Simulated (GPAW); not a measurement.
# Al2O3 and the effect of the functional

```cif
data_structure
_symmetry_space_group_name_H-M 'Pnnm'
_symmetry_Int_Tables_number 58
_cell_length_a 4.6138
_cell_length_b 9.5633
_cell_length_c 3.1199
_cell_angle_alpha 90.000
_cell_angle_beta 90.000
_cell_angle_gamma 90.000
_cell_volume 137.66
loop_
_atom_site_label
_atom_site_type_symbol
_atom_site_symmetry_multiplicity
_atom_site_Wyckoff_symbol
_atom_site_fract_x
_atom_site_fract_y
_atom_site_fract_z
_atom_site_occupancy
Al1 Al 4 g 0.98298 0.82457 0.00000 1
O1 O 2 a 0.50000 0.50000 0.50000 1
O2 O 4 g 0.12363 0.75305 0.50000 1
```

Measurements of this composition are mostly on another form, of space group No. 167.

Kept alike: task band structure; k mesh 4 × 2 × 6; occupations fermi-dirac, width 0.05 eV; no spin polarisation. Program: GPAW, potentials by row: the program's PAW data sets (release 1.2.1) made for this functional (LDA); PAW data sets generated for this functional (PBEsol); GPAW PAW data sets (gpaw-data 1.2.1) (r2SCAN), cutoff 800 eV. The mesh is that of the run's cell of 10 atoms. No spin-orbit coupling.

| run | band gap (eV) | pressure (GPa) |
| --- | --- | --- |
| A | 4.170 | -2.64 |
| B | 3.458 | -0.79 |
| C | 3.399 | -4.71 |

Pressure is positive in compression; the values hold the error of the finite cutoff, so their zero can differ a little from the energy's minimum. Gaps are the smaller of the mesh's and the band path's.

The runs differ in the functional (and the potentials named above) alone: LDA; PBEsol; r2SCAN. Which run is which?

Run A is r2SCAN; run B is PBEsol; run C is LDA. The band gap runs from 3.399 (LDA) to 4.170 eV (r2SCAN). The pressure runs from -4.71 (LDA) to -0.79 GPa (PBEsol). A positive pressure means that the functional's own cell is larger than the one given, a negative one that it is smaller.
